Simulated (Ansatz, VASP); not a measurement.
## TiTe2 in VASP and in Ansatz

INCAR

```
PREC = Accurate
ENCUT = 520
EDIFF = 1E-7
ISMEAR = -1
SIGMA = 0.05
LREAL = F
LASPH = T
NELM = 100
ALGO = Normal
ISIF = 2
LWAVE = F
LCHARG = F
GGA = PE
NBANDS = 19
```

The input KPOINTS:

```
Automatic mesh
0
Gamma
  8 8 4
```

Contents of POSCAR:

```
TiTe2
1.0
    3.7770000000      0.0000000000      0.0000000000
   -1.8885000000      3.2709779501      0.0000000000
    0.0000000000      0.0000000000      6.4980000000
Te Ti
2 1
Direct
    0.3333333333      0.6666666667      0.7372000000
    0.6666666667      0.3333333333      0.2628000000
    0.0000000000      0.0000000000      0.0000000000
```

File input.yaml:

```yaml
crystal:
  lattice:
    - [3.777, 0.0, 0.0]
    - [-1.8885, 3.2709779501, 0.0]
    - [0.0, 0.0, 6.498]
  atoms:
    - { symbol: Te, position: [0.3333333333, 0.6666666667, 0.7372] }
    - { symbol: Te, position: [0.6666666667, 0.3333333333, 0.2628] }
    - { symbol: Ti, position: [0.0, 0.0, 0.0] }
hamiltonian:
  xc: pbe
  pseudopotentials: { kind: paw }
kpoints:
  mp_grid: { grid: [8, 8, 4] }
  band_path:
    path:
      - [[0.0, 0.0, 0.0], [0.5, 0.0, 0.0], [0.3333333333, 0.3333333333, 0.0], [0.0, 0.0, 0.0], [0.0, 0.0, 0.5], [0.5, 0.0, 0.5], [0.3333333333, 0.3333333333, 0.5], [0.0, 0.0, 0.5]]
      - [[0.5, 0.0, 0.5], [0.5, 0.0, 0.0]]
      - [[0.3333333333, 0.3333333333, 0.0], [0.3333333333, 0.3333333333, 0.5]]
    npoints: 14
scf:
  occupations: { method: fermi_dirac, width: 0.05 }
  n_extra_bands: 7
output:
  forces: true
  stress: true
  eigenvalues: true
  fatbands: false
```

Alike in both runs: functional PBE; k mesh 8 × 8 × 4; occupations fermi-dirac, width 0.05 eV; no spin polarisation.

|  | VASP | Ansatz |
| --- | --- | --- |
| version | VASP 6.6.1 | Ansatz 0.2.0 |
| potentials or method | VASP PAW PBE potentials, release 64 (Te, Ti_sv) | Ansatz PAW |
| plane-wave cutoff (eV) | 520 | 420 |
| valence electrons in the cell | 24 | 44 |
| task | single point | band structure |

|  | VASP | Ansatz | Ansatz less VASP |
| --- | --- | --- | --- |
| gap on the k mesh at the Fermi level (eV) | none | none | - |
| pressure (GPa) | 0.9 | 0.9 | +0.01 |
| largest component of the traceless stress (GPa) | 0.38 | 0.37 | -0.009 |
| rms of the force components (eV/Å) | 0.010 | 0.006 | -0.0046 |

Atom by atom the forces differ by 0.005 eV/Å (rms over components). A gap of «none» marks a metal or a gap that the smearing closes. The functional is the same, so the differences come from potentials, cutoffs and numerics. The two sets of potentials don't hold the same shells in valence.

Caveats: this functional lacks dispersion, which binds the layers, so the pressure and a relaxed spacing across them are unreliable; spin-orbit coupling is left out, which moves the levels of the heavy elements (Ansatz). Spin-orbit coupling is left out, which matters for the levels of Te.
